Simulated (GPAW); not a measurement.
Crystal: InP.

```
CELL_PARAMETERS angstrom
0.00000 2.93050 2.93050
2.93050 0.00000 2.93050
2.93050 2.93050 0.00000
ATOMIC_POSITIONS crystal
In 0.00000 0.00000 0.00000
P 0.75000 0.75000 0.75000
```

Base run:

```yaml
Program: GPAW 26.7.0
Functional: PBE
Potentials_or_basis: GPAW PAW data sets (gpaw-data 1.2.1)
Cutoff: 500 eV
Basis: pw
k_mesh: 6 × 6 × 6
Occupations: fermi-dirac, width 0.01 eV
Spin: no spin polarisation
```

Its results: band gap on the k mesh 0.71 eV, direct; pressure 2.6 GPa.

Question: The run is repeated on the same cell with these changes: cutoff from 500 eV to 450 eV. What comes out?

Answer: Band gap on the k mesh 0.71 eV, direct; pressure 2.0 GPa.

Caveats: the cutoff is short for stress and forces, so pressures can be off by a GPa or more; spin-orbit coupling is left out, which moves the levels of the heavy elements.

